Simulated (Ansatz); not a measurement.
## Li2S in Ansatz: the effect of functional

The system is Li2S.

```xyz
3
Lattice="0.0000 2.9003 2.9003 2.9003 0.0000 2.9003 2.9003 2.9003 0.0000" Properties=species:S:1:pos:R:3 pbc="T T T"
S     0.0000    0.0000    0.0000
Li    4.3504    4.3504    4.3504
Li    1.4501    1.4501    1.4501
```

The cell isn't the ideal one: volume scaled by 1.06.

Alike in all runs:

| Item | Value |
| --- | --- |
| Program | Ansatz 0.2.0 |
| Task | single point |
| Potentials or basis | Ansatz PAW |
| k mesh | 8 × 8 × 8 |
| Occupations | fermi-dirac, width 0.05 eV |
| Spin | no spin polarisation |

```csv
functional,cutoff,gap on the mesh (eV),pressure (GPa)
LDA,420 eV (not typed: the program's choice for these potentials),?,?
PBEsol,420 eV (not typed: the program's choice for these potentials),3.25,-2.8
r2SCAN,500 eV (not typed: the program's choice for these potentials),3.90,-2.2
```

Question: What does the run with functional LDA give?

Answer: gap on the mesh 3.20 eV; pressure -4.5 GPa.

Caveats: the PAW data sets come from PBE, with cores solved anew for the run's functional, which leaves a small shift of forces and pressure.

A k mesh can miss the band edges.
